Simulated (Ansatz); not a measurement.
A crystal relaxed with r2SCAN in the PAW code Ansatz has space group P4_2/mnm (No. 136) and a = 4.703 Å, c = 3.127 Å.

| atom | site | x | y | z |
| --- | --- | --- | --- | --- |
| Zn | 2a | 0.0000 | 0.0000 | 0.0000 |
| Xx | 4f | 0.3032 | 0.3032 | 0.0000 |

r2SCAN gives a direct gap of 4.28 eV at Γ. HSE06 gives an indirect gap of 6.16 eV, from R to Γ; the least direct gap is 6.17 eV at Γ. Least and direct gap differ so little that the kind isn't settled. Meshes: r2SCAN 6×6×8, HSE06 4×4×6. r2SCAN's ε∞ is 2.4 along x and y, 2.5 along z.

Question: Which element is Xx?
A. H
B. Cl
C. F
D. Br

Answer: C. Xx is F: ZnF2 in the rutile structure. Around Zn lie 6 F at 2.02–2.04 Å; around F lie 3 Zn at 2.02–2.04 Å.

Calculated for a static, non-magnetic cell.

The meshes of the hybrids are coarse, so their gaps aren't converged to the digits shown.
